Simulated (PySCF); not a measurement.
**Bi in PySCF: convergence with density cutoff**

Crystal: Bi.

```
CELL_PARAMETERS angstrom
-1.98143 1.98143 1.98143
1.98143 -1.98143 1.98143
1.98143 1.98143 -1.98143
ATOMIC_POSITIONS crystal
Bi 0.00000 0.00000 0.00000
```

This isn't the form of Bi at room conditions, which is rhombohedral.

| Quantity | Value |
| --- | --- |
| Program | PySCF 2.14.0 |
| Task | convergence study |
| Functional | r2SCAN |
| Potentials or basis | DZVP-MOLOPT-SR/GTH-PBE (potentials made for PBE) |
| k mesh | 8 × 8 × 8 |
| Occupations | fermi-dirac, width 0.05 eV |
| Spin | no spin polarisation |

These are the settings of the first run; the series varies density cutoff, with any setting tied to it.

Hardware: 2 threads of Intel(R) Xeon(R) 6975P-C (Granite Rapids), on a shared host.

Question: The values tried are 8 Ha, 12 Ha, 18 Ha, 25 Ha, 32 Ha, 40 Ha, 50 Ha, 62 Ha, 75 Ha, loosest first. From which on does the energy stay within 1 meV/atom of the tightest run that finished?

Answer: From 25 Ha on.

```
density cutoff  energy less the tightest run, at zero smearing (meV/atom)  SCF cycles  CPU time (s)  peak memory (GiB)
          8 Ha                                                      15.24           3           420                5.4
         12 Ha                                                       2.02           4           420                5.4
         18 Ha                                                       1.17           4           430                5.5
         25 Ha                                                      -0.17           4           440                5.5
         32 Ha                                                       0.54           4           470                5.5
         40 Ha                                                      -0.12           4           490                5.4
         50 Ha                                                       0.26           4           540                5.4
         62 Ha                                                       0.00           4           550                5.5
         75 Ha                                      timed out after 330 s           -             -                  -
```

The tightest run that finished is the yardstick and may itself not be fully converged.
